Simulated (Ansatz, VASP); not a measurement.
ZnSnN2 in VASP and in Ansatz

```
Zn N Sn
1.0
     3.38202    0.00000    0.00000
     0.00000    3.38202    0.00000
     0.00000    0.00000    4.69964
Zn N Sn
1 2 1
Direct
  0.00000 0.00000 0.00000
  0.00000 0.50000 0.24484
  0.50000 0.00000 0.75516
  0.50000 0.50000 0.50000
```

Alike in both runs: task single point; functional r2SCAN; k mesh 8 × 8 × 6; occupations fermi-dirac, width 0.02 eV; no spin polarisation.

```csv
,VASP,Ansatz
version,VASP 6.6.1,Ansatz 0.2.0
potentials or method,"VASP PAW PBE potentials, release 64 (Zn, N, Sn_d)","plane waves, PAW"
plane-wave cutoff (eV),520,500
valence electrons in the cell,36,36
```

Ansatz gave:

* pressure (GPa): 0.0
* rms of the force components (eV/Å): 0.001

Question: Which values does VASP return?

Answer: Pressure (GPa): 0.5; rms of the force components (eV/Å): 0.004.

Caveats: the PAW data sets were made with another functional, which shifts forces and pressure a little (VASP).
